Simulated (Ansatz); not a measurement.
# What strain does to NaI (rocksalt)

NaI in the rocksalt structure, relaxed with r2SCAN in Ansatz. The symmetry is Fm-3m (No. 225, cubic); conventional cell a = 6.459 Å, 33.69 Å³ an atom. Around Na lie 6 I at 3.23 Å; around I lie 6 Na at 3.23 Å.

The axes x, y and z are those of this cell:
```yaml
crystal:
  lattice:
    - [0.00000, 3.22972, 3.22972]
    - [3.22972, 0.00000, 3.22972]
    - [3.22972, 3.22972, 0.00000]
  atoms:
    - { symbol: Na, position: [0.00000, 0.00000, 0.00000] }
    - { symbol: I, position: [0.50000, 0.50000, 0.50000] }
```

Unstrained: PBE gives a direct gap of 3.661 eV at Γ. With r2SCAN the gap is 4.449 eV and direct, at Γ. HSE06 gives a direct gap of 4.692 eV at Γ. Meshes: PBE 8×8×8, r2SCAN 8×8×8, HSE06 6×6×6. Strains are changes of length per length, and xy shears are angles. After each strain the atoms were relaxed again with r2SCAN within the symmetry that the strain leaves, so tilts or polar shifts that break it weren't tested; points keep the names that they have in the unstrained zone. No spin polarisation and no zero-point or thermal motion.

Changes of the least gap in eV (an overlap counts as a negative gap):
```tsv
strain	volume change (%)	space group	PBE	r2SCAN	HSE06	energy rise, r2SCAN (meV/atom)
biaxial -1.81 % in x and y, z held	-3.6	I4/mmm	+0.089	+0.104	+0.096	3.3
epitaxial +4.76 % in the plane normal to [111], free normal strain -3.81 %	+5.6	R-3m	-0.387	-0.421	-0.412	12.6
xy shear, engineering strain (angle) -1.62 %	0.0	Immm	-0.037	-0.039	-0.039	0.2
```

Biaxial -1.81 % in x and y, z held. HSE06: the gap goes from 4.692 to 4.788 eV (+0.096 eV); with r2SCAN the top three valence levels at Γ, degenerate before, become 1+2 from the top over 19 meV. Stress change with r2SCAN, compression positive: xx +0.90, yy +0.90, zz +0.30 GPa.

Epitaxial +4.76 % in the plane normal to [111], free normal strain -3.81 %. HSE06: the gap goes from 4.692 to 4.280 eV (-0.412 eV); with r2SCAN the top three valence levels at Γ, degenerate before, become 1+2 from the top over 321 meV. Stress change with r2SCAN, compression positive: xx -0.82, yy -0.82, zz -0.82, xy +0.39, xz +0.39, yz +0.39 GPa.

Xy shear, engineering strain (angle) -1.62 %. HSE06: the gap goes from 4.692 to 4.653 eV (-0.039 eV); with r2SCAN the top three valence levels at Γ, degenerate before, become 1+1+1 from the top over 74 meV. Stress change with r2SCAN, compression positive: xx 0.00, yy 0.00, zz 0.00, xy +0.13 GPa.

No spin-orbit coupling is included; it can move band edges with weight on the heavy atoms by tenths of an eV.

The meshes of the hybrids are coarse, so their gaps aren't converged to the digits shown.

The splittings at Γ are without spin-orbit coupling, which regroups them where it is of like size or larger.
